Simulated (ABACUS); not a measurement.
Crystal: W.

```
W
1.0
    -1.58234    1.58234    1.58234
     1.58234   -1.58234    1.58234
     1.58234    1.58234   -1.58234
W
1
Direct
  0.00000 0.00000 0.00000
```

| Quantity | Value |
| --- | --- |
| Program | ABACUS 3.10.1 |
| Task | relaxation of cell and atoms |
| Functional | BLYP |
| Potentials or basis | PseudoDojo NC SR 0.5 PBE standard |
| Cutoff | 1361 eV |
| Density cutoff | 5442 eV |
| Basis | DZP LCAO (the cutoffs set its grid) |
| k mesh | 11 × 11 × 11 |
| Occupations | fermi-dirac, width 0.05 eV |
| Spin | no spin polarisation |

At the start: pressure 17.6 GPa; volume 15.85 Å³/atom.

Q: Where does the relaxation end?

A: Over 6 steps the energy falls by 48.2 meV/atom and the volume is 16.77 Å³/atom (+5.8 %); space group Im-3m (No. 229, to 0.05 Å).

Step by step:
```csv
step,energy change (eV),largest force (eV/Å),pressure (GPa),volume (Å³)
1,0.0000,0.0000,17.64,15.85
2,0.4159,0.0000,-34.53,20.37
3,-0.0478,0.0000,-1.35,16.85
4,-0.0478,0.0000,-1.35,16.85
5,-0.0457,0.0000,3.73,16.55
6,-0.0482,0.0000,0.02,16.77
```

Final structure:
```
W
1.0
    -1.61238    1.61238    1.61238
     1.61238   -1.61238    1.61238
     1.61238    1.61238   -1.61238
W
1
Cartesian
  0.0000 0.0000 0.0000
```

Caveat: the atomic orbitals were generated for these runs and aren't a published set; the potentials were made for another functional, which shifts forces and pressure; the basis of atomic orbitals isn't converged, which shifts pressures, moduli and gaps.
